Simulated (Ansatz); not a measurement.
Crystal: InPd.

```
In Pd
1.0
     3.27188    0.00000    0.00000
     0.00000    3.27188    0.00000
     0.00000    0.00000    3.27188
In Pd
1 1
Cartesian
  0.0000 0.0000 0.0000
  1.6359 1.6359 1.6359
```

The cell comes from a database or a generator and needn't be the stable form of this composition.

| Quantity | Value |
| --- | --- |
| Program | Ansatz 0.2.0 |
| Task | relaxation of cell and atoms |
| Functional | PBEsol |
| Dispersion | D3(BJ)-ATM |
| Potentials or basis | Ansatz PAW |
| Cutoff | 420 eV (not typed: the program's choice for these potentials) |
| k mesh | 8 × 8 × 8 |
| Occupations | fermi-dirac, width 0.05 eV |
| Spin | no spin polarisation |

At the start: volume 17.51 Å³/atom.

Task: Where does the relaxation end?

Result: It ends after 5 steps and the volume is 16.62 Å³/atom (-5.1 %); space group Pm-3m (No. 221, to 0.05 Å).

The path:
```csv
step,energy change (eV),largest force (eV/Å),volume (Å³)
1,0.0000,0.0000,35.03
2,-0.0404,0.0000,33.55
3,-0.0419,0.0000,33.20
4,-0.0419,0.0000,33.24
5,-0.0411,0.0000,33.24
```

Final structure:
```
In Pd
1.0
     3.21538    0.00000    0.00000
     0.00000    3.21538    0.00000
     0.00000    0.00000    3.21538
In Pd
1 1
Direct
  0.00000 0.00000 0.00000
  0.50000 0.50000 0.50000
```

Caveat: the plane-wave basis is chosen anew once the cell has moved, so the energies of steps on either side of that aren't comparable; pairwise dispersion overbinds metals, which lowers pressure and volume; the PAW data sets come from PBE, with cores solved anew for the run's functional, which leaves a small shift of forces and pressure.
